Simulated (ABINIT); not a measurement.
# La2O3 (P321) in ABINIT: relaxation of cell and atoms with LDA

Aim: the relaxation of cell and atoms of La2O3 with LDA.

All numbers are computed with ABINIT 10.8.3 (patched build); they aren't measurements. Logs are shortened: lines on timing, memory, paths and dates and some standing lists are left out, and cuts for length are marked. The log counts tension as positive stress, the text compression.

### 1 The crystal as given

The structure is trigonal, space group P321 (No. 150). The conventional cell has a = 6.370 Å, b = 6.370 Å, c = 3.290 Å, α = 90.00°, β = 90.00°, γ = 120.00°. La (site symmetry 3) is surrounded by 6 O at 2.46 to 2.47 Å. O (site symmetry 2) has 4 La at 2.46 to 2.47 Å as nearest neighbours.

The cell comes from a database or a generator and needn't be the stable form of this composition.

### 2 Relaxation of cell and atoms, LDA

The input, run.abi:

```
# Pseudopotentials
pp_dirpath "./"
pseudos "La.LDA_PW-JTH.xml, O.LDA_PW-JTH.xml"

# Structure
acell 6.3702727145 6.3702727145 3.2898942108 Angstrom
rprim
     1.0000000000     0.0000000000     0.0000000000
    -0.5000000000     0.8660254038     0.0000000000
     0.0000000000     0.0000000000     1.0000000000
ntypat 2
znucl 57 8
natom 5
typat 1 1 2 2 2
xred
     0.6666666667     0.3333333333     0.4981030000
     0.3333333333     0.6666666667     0.5018970000
     0.5046070000     0.0000000000     0.0000000000
     0.0000000000     0.5046070000     0.0000000000
     0.4953930000     0.4953930000     0.0000000000
chkprim 0
chksymtnons 0
tolsym 1.0e-6

# Plane-wave basis
ecut 23.0
pawecutdg 45.0

# k points
kptopt 1
ngkpt 4 4 7
nshiftk 1
shiftk 0.0 0.0 0.0

# Exchange and correlation
ixc 7

# Bands and occupations
nband 27
occopt 3
tsmear 0.05 eV

# SCF cycle
nstep 100
tolvrs 1.0e-9

# Output
iomode 3
prtwf 0
prtden 0
prteig 0
prtebands 0
enunit 1

# Relaxation
ionmov 2
ntime 60
tolmxf 5.0e-5
optcell 2
dilatmx 1.08
ecutsm 0.5
```

Potentials or basis: JTH PAW LDA v2.0.

On the command line:

```sh
> abinit run.abi > log 2>&1
```

run.abo:

```text
.Version 10.8.3 of ABINIT
 Symmetries : space group P3 2 1 (#150); Bravais hP (primitive hexag.)
================================================================================
 Values of the parameters that define the memory need of the present run
     intxc =       0    ionmov =       2      iscf =      17    lmnmax =      32
     lnmax =       8     mgfft =      60  mpssoang =       4    mqgrid =    3401
     natom =       5  nloc_mem =       2    nspden =       1   nspinor =       1
    nsppol =       1      nsym =       6    n1xccc =       1    ntypat =       2
    occopt =       3   xclevel =       1
       mpw =        5194          nfft =      108000          nkpt =          19
 PAW method is used; the additional fine FFT grid is defined by:
   mgfftf=        80    nfftf =    288000
================================================================================
================================================================================

--------------------------------------------------------------------------------
------------- Echo of variables that govern the present computation ------------
--------------------------------------------------------------------------------
 -outvars: echo values of preprocessed input variables --------
            acell      1.2038070778E+01  1.2038070778E+01  6.2169990416E+00 Bohr
              amu      1.38905500E+02  1.59994000E+01
          chkprim           0
      chksymtnons           0
          dilatmx      1.08000000E+00
             ecut      2.30000000E+01 Hartree
           ecutsm      5.00000000E-01 Hartree
           enunit           1
           ionmov           2
              ixc           7
         kptrlatt        4    0    0      0    4    0      0    0    7
          kptrlen      4.35189933E+01
            natom           5
            nband          27
            ngfft          60      60      30
          ngfftdg          80      80      45
             nkpt          19
            nstep         100
             nsym           6
            ntime          60
           ntypat           2
           occopt           3
          optcell           2
        pawecutdg      4.50000000E+01 Hartree
           prtden           0
        prtebands           0
           prteig           0
            prtwf           0
            rprim      1.0000000000E+00  0.0000000000E+00  0.0000000000E+00
                      -5.0000000000E-01  8.6602540380E-01  0.0000000000E+00
                       0.0000000000E+00  0.0000000000E+00  1.0000000000E+00
          spgroup         150
           tolsym      1.00000000E-06
           tolvrs      1.00000000E-09
           tsmear      1.83746611E-03 Hartree
            typat      1  1  2  2  2
           useylm           1
           xangst      3.1851363573E+00  1.8389393333E+00  1.6387061761E+00
                      -3.7303084738E-17  3.6778786666E+00  1.6511880347E+00
                       3.2144842036E+00  8.1665311549E-16  3.6525163014E-16
                      -1.6072421018E+00  2.7838249805E+00  3.6525163014E-16
                       1.5778942554E+00  2.7329930194E+00  3.6525163014E-16
            xcart      6.0190353889E+00  3.4750917021E+00  3.0967058736E+00
                      -7.0492613807E-17  6.9501834042E+00  3.1202931680E+00
                       6.0744947809E+00  1.5432507281E-15  6.9022554801E-16
                      -3.0372473905E+00  5.2606667956E+00  6.9022554801E-16
                       2.9817879984E+00  5.1646083107E+00  6.9022554801E-16
             xred      6.6666666667E-01  3.3333333333E-01  4.9810300000E-01
                       3.3333333333E-01  6.6666666667E-01  5.0189700000E-01
                       5.0460700000E-01  1.4802973662E-16  1.1102230246E-16
                       9.2518585385E-17  5.0460700000E-01  1.1102230246E-16
                       4.9539300000E-01  4.9539300000E-01  1.1102230246E-16
            znucl       57.00000    8.00000

================================================================================

 chkinp: Checking input parameters for consistency.

================================================================================
== DATASET  1 ==================================================================

--- !DatasetInfo
iteration_state: {dtset: 1, }
dimensions: {natom: 5, nkpt: 19, mband: 27, nsppol: 1, nspinor: 1, nspden: 1, mpw: 5194, }
cutoff_energies: {ecut:  23.0, pawecutdg:  45.0, }
electrons: {nelect:   4.00000000E+01, charge:   0.00000000E+00, occopt:   3.00000000E+00, tsmear:   1.83746611E-03, }
meta: {optdriver: 0, ionmov: 2, optcell: 2, iscf: 17, paral_kgb: 0, }
...

 Exchange-correlation functional for the present dataset will be:
  LDA: Perdew-Wang 92 LSD fit to Ceperley-Alder data - ixc=7
  J.P.Perdew and Y.Wang, PRB 45, 13244 (1992)

 Real(R)+Recip(G) space primitive vectors, cartesian coordinates (Bohr,Bohr^-1):
 R(1)= 12.0380708  0.0000000  0.0000000  G(1)=  0.0830698  0.0479604  0.0000000
 R(2)= -6.0190354 10.4252751  0.0000000  G(2)=  0.0000000  0.0959207  0.0000000
 R(3)=  0.0000000  0.0000000  6.2169990  G(3)=  0.0000000  0.0000000  0.1608493
 Unit cell volume ucvol=  7.8023462E+02 bohr^3
 Angles (23,13,12)=  9.00000000E+01  9.00000000E+01  1.20000000E+02 degrees

 Coarse grid specifications (used for wave-functions):

[... 22 lines left out ...]
 Radius for shape functions =  1.20231231
 Compensation charge density is not taken into account in XC energy/potential

   5.65412909E+03                                ecore*ucvol(ha*bohr**3)
--------------------------------------------------------------------------------

================================================================================

=== [ionmov= 2] Broyden-Fletcher-Goldfarb-Shanno method (forces)
================================================================================

--- Iteration: ( 1/60) Internal Cycle: (1/1)
--------------------------------------------------------------------------------

---SELF-CONSISTENT-FIELD CONVERGENCE--------------------------------------------
[... 2312 lines left out ...]
 Difference of energy with previous step (new-old):
           Absolute (Ha)=-2.09459E-07
           Relative     =-1.85098E-09

 At Broyd/MD step  19, gradients are converged :
  max grad (force/stress) = 3.8962E-05 < tolmxf= 5.0000E-05 ha/bohr (free atoms)

================================================================================

 ----iterations are completed or convergence reached----

 Mean square residual over all n,k,spin=   54.863E-10; max=  13.597E-07
 reduced coordinates (array xred) for    5 atoms
       0.666666666667      0.333333333333      0.499911292689
       0.333333333333      0.666666666667      0.500088707311
       0.500036752990      0.000000000000      0.000000000000
       0.000000000000      0.500036752990      0.000000000000
       0.499963247010      0.499963247010      0.000000000000
 rms dE/dt=  5.0028E-05; max dE/dt=  1.1404E-04; dE/dt below (all hartree)
    1       0.000000000000     -0.000000000000     -0.000114035141
    2       0.000000000000      0.000000000000      0.000114035141
    3       0.000062005331     -0.000031002665      0.000000000000
    4      -0.000031002665      0.000062005331      0.000000000000
    5      -0.000031002665     -0.000031002665      0.000000000000

 cartesian coordinates (angstrom) at end:
    1      3.13413759433767     1.80949518380069     1.61971266928897
    2      0.00000000000000     3.61899036760139     1.62028749269469
    3      3.13436797219064     0.00000000000000     0.00000000000000
    4     -1.56718398609532     2.71444228877419     0.00000000000000
    5      1.56695360824235     2.71404326262789     0.00000000000000

 cartesian forces (hartree/bohr) at end:
    1     -0.00000000000000    -0.00000000000000     0.00001862493660
    2     -0.00000000000000    -0.00000000000000    -0.00001862493660
    3     -0.00000523458320    -0.00000000000000     0.00000000000000
    4      0.00000261729160    -0.00000453328203     0.00000000000000
    5      0.00000261729160     0.00000453328203     0.00000000000000
 frms,max,avg= 7.1924920E-06 1.8624937E-05   0.000E+00  0.000E+00  0.000E+00 h/b

 cartesian forces (eV/Angstrom) at end:
    1     -0.00000000000000    -0.00000000000000     0.00095773274709
    2     -0.00000000000000    -0.00000000000000    -0.00095773274709
    3     -0.00026917309061    -0.00000000000000     0.00000000000000
    4      0.00013458654530    -0.00023311073448     0.00000000000000
    5      0.00013458654530     0.00023311073448     0.00000000000000
 frms,max,avg= 3.6985281E-04 9.5773275E-04   0.000E+00  0.000E+00  0.000E+00 e/A
 length scales= 11.845323388419 11.845323388579  6.122712954046 bohr
              =  6.268275188675  6.268275188760  3.240000161984 angstroms
 Fermi (or HOMO) energy (eV) =   1.52484   Average Vxc (eV)=  -9.11536
 Eigenvalues (   eV  ) for nkpt=  19  k points:
 kpt#   1, nband= 27, wtk=  0.00893, kpt=  0.0000  0.0000  0.0000 (reduced coord)
 -29.61227  -29.37539  -16.59344  -16.59344  -14.76730  -13.09366  -13.09366  -12.27876
 -11.89388  -11.06549  -11.06549   -2.52561   -1.41251   -1.41251   -1.24610   -1.24610
  -0.18012   -0.18012    0.02518    0.36588    2.18954    4.19239    4.83081    4.83081
   5.73407    5.73814    5.73815
 prteigrs : prtvol=0 or 1, do not print more k-points.

--- !EnergyTerms
iteration_state     : {dtset: 1, itime: 19, icycle: 1, }
comment             : Components of total free energy in Hartree
kinetic             :  4.22508751562671E+01
hartree             :  3.94963877408308E+01
xc                  : -2.96702898602559E+01
Ewald energy        : -7.22115948482902E+01
psp_core            :  7.59971567983491E+00
local_psp           : -1.06198860937301E+02
PAW spherical_terms :  5.57303751224284E+00
internal            : -1.13160729556672E+02
'-kT*entropy'       : -1.62474976072188E-09
total_energy        : -1.13160729558297E+02
total_energy_eV     : -3.07926031988781E+03
...

--- !EnergyTermsDC
iteration_state     : {dtset: 1, itime: 19, icycle: 1, }
comment             : '"Double-counting" decomposition of free energy'
band_energy         : -1.39325532891275E+01
Ewald energy        : -7.22115948482902E+01
psp_core            :  7.59971567983491E+00
xc_dc               : -4.07401008608379E+01
PAW spherical_terms :  6.12380713110852E+00
internal            : -1.13160726187312E+02
'-kT*entropy'       : -1.62474976072188E-09
total_energy_dc     : -1.13160726188937E+02
total_energy_dc_eV  : -3.07926022820286E+03
...

--- !EnergyTermsWithPAWCore
iteration_state     : {dtset: 1, itime: 19, icycle: 1, }
comment             : 'Components of total free energy, including PAW core contributions'
Total energy        : -1.71989461742907E+04
Total energy DC     : -1.71989461709213E+04
Total energy (eV)   : -4.68007167372462E+05
Total energy DC (eV): -4.68007167280777E+05
...

 rms coord change=  2.4507E-03   atom, delta coord (reduced):
     1        0.000000000000      0.000000000000      0.001808292689
     2        0.000000000000      0.000000000000     -0.001808292689
     3       -0.004570247010      0.000000000000     -0.000000000000
     4        0.000000000000     -0.004570247010     -0.000000000000
     5        0.004570247010      0.004570247010     -0.000000000000

 Cartesian components of stress tensor (hartree/bohr^3)
  sigma(1 1)=  2.51087090E-07  sigma(3 2)=  0.00000000E+00
  sigma(2 2)=  2.51086723E-07  sigma(3 1)=  0.00000000E+00
  sigma(3 3)=  3.89617461E-07  sigma(2 1)=  0.00000000E+00

-Cartesian components of stress tensor (GPa)         [Pressure= -8.7458E-03 GPa]
- sigma(1 1)=  7.38723723E-03  sigma(3 2)=  0.00000000E+00
- sigma(2 2)=  7.38722643E-03  sigma(3 1)=  0.00000000E+00
- sigma(3 3)=  1.14629414E-02  sigma(2 1)=  0.00000000E+00

== END DATASET(S) ==============================================================
================================================================================

 -outvars: echo values of variables after computation  --------
            acell      1.1845323388E+01  1.1845323389E+01  6.1227129540E+00 Bohr
           etotal     -1.1316072619E+02
            fcart     -8.4703294725E-23 -1.6252574874E-22  1.8624936597E-05
                      -8.4703294725E-23 -1.7628743016E-22 -1.8624936597E-05
                      -5.2345831982E-06 -7.7966790493E-24  6.7762635780E-22
                       2.6172915991E-06 -4.5332820278E-06  6.7762635780E-22
                       2.6172915991E-06  4.5332820278E-06  6.7762635780E-22
            rprim      1.0000000000E+00  0.0000000000E+00  0.0000000000E+00
                      -4.9999999999E-01  8.6602540379E-01  0.0000000000E+00
                       0.0000000000E+00  0.0000000000E+00  1.0000000000E+00
           strten      2.5108709006E-07  2.5108672295E-07  3.8961746054E-07
                       0.0000000000E+00  0.0000000000E+00  0.0000000000E+00
           xangst      3.1341375943E+00  1.8094951838E+00  1.6197126693E+00
                       6.6217531116E-17  3.6189903676E+00  1.6202874927E+00
                       3.1343679722E+00  1.1049187688E-15  0.0000000000E+00
                      -1.5671839861E+00  2.7144422888E+00  0.0000000000E+00
                       1.5669536082E+00  2.7140432626E+00  0.0000000000E+00
             xred      6.6666666667E-01  3.3333333333E-01  4.9991129269E-01
                       3.3333333333E-01  6.6666666667E-01  5.0008870731E-01
                       5.0003675299E-01  2.0354088785E-16  0.0000000000E+00
                       1.4802973662E-16  5.0003675299E-01  0.0000000000E+00
                       4.9996324701E-01  4.9996324701E-01  0.0000000000E+00
 Calculation completed.
```

It took 40 min on 1 thread of Arm Neoverse V1, shared host; peak memory 0.25 GiB.

Results:

* Free energy: -3079.2602 eV
* Relaxed volume: 22.05 Å³/atom
* Relaxed cell: a = 6.268 Å, b = 6.268 Å, c = 3.240 Å, α = 90.00°, β = 90.00°, γ = 120.00°
* Space group after relaxing (to 0.05 Å): P6/mmm (No. 191)
* Energy gained by relaxing: 16.4 meV/atom
* Ionic steps: 19
* Pressure after relaxing: 0.0 GPa
* Band gap on the k mesh: 1.36 eV, indirect (least direct gap 1.82 eV)
* Valence electrons inside the program's atomic spheres: La 8.00; O 4.50

The path:
| step | energy change (eV) | largest force (eV/Å) | pressure (GPa) | volume (Å³) |
| --- | --- | --- | --- | --- |
| 1 | 0.0000 | 0.0510 | -4.59 | 115.62 |
| 2 | -0.0415 | 0.0476 | -3.26 | 114.00 |
| 3 | -0.0786 | 0.0358 | 0.10 | 110.37 |
| 4 | -0.0793 | 0.0358 | -0.07 | 110.50 |
| 5 | -0.0804 | 0.0336 | -0.21 | 110.51 |
| 6 | -0.0808 | 0.0309 | -0.12 | 110.34 |
| 7 | -0.0809 | 0.0294 | -0.01 | 110.20 |
| 8 | -0.0809 | 0.0284 | 0.05 | 110.14 |
| 9 | -0.0811 | 0.0248 | 0.15 | 110.04 |
| 10 | -0.0813 | 0.0191 | 0.22 | 109.98 |
| 11 | -0.0816 | 0.0094 | 0.22 | 110.00 |
| 12 | -0.0818 | 0.0131 | 0.11 | 110.12 |
| 13 | -0.0818 | 0.0141 | 0.02 | 110.22 |
| 14 | -0.0818 | 0.0130 | -0.01 | 110.25 |
| 15 | -0.0819 | 0.0111 | -0.03 | 110.27 |
| 16 | -0.0819 | 0.0080 | -0.04 | 110.28 |
| 17 | -0.0819 | 0.0034 | -0.05 | 110.29 |
| 18 | -0.0819 | 0.0013 | -0.03 | 110.27 |
| 19 | -0.0819 | 0.0010 | -0.01 | 110.25 |

Final structure:
```xyz
5
Lattice="6.2683 0.0000 0.0000 -3.1341 5.4285 0.0000 0.0000 0.0000 3.2400" Properties=species:S:1:pos:R:3 pbc="T T T"
La    3.1341    1.8095    1.6197
La    0.0000    3.6190    1.6203
O     3.1344    0.0000    0.0000
O    -1.5672    2.7144    0.0000
O     1.5670    2.7140    0.0000
```

Levels at points of the mesh, in eV from the valence-band top:
| k point | band 16 | band 17 | band 18 | band 19 | band 20 | band 21 | band 22 | band 23 | band 24 | band 25 |
| --- | --- | --- | --- | --- | --- | --- | --- | --- | --- | --- |
| (0.00, 0.00, 0.00) | -2.07 | -1.01 | -1.01 | -0.80 | -0.46 | 1.36 | 3.37 | 4.01 | 4.01 | 4.91 |
| (0.50, 0.00, 0.00) | -1.76 | -1.70 | -1.29 | -1.11 | -0.96 | 2.56 | 3.40 | 4.30 | 4.37 | 4.40 |

Caveat: spin-orbit coupling is left out, which moves the levels of the heavy elements; an odd mesh through Γ misses points on the zone boundary, where band edges often lie.
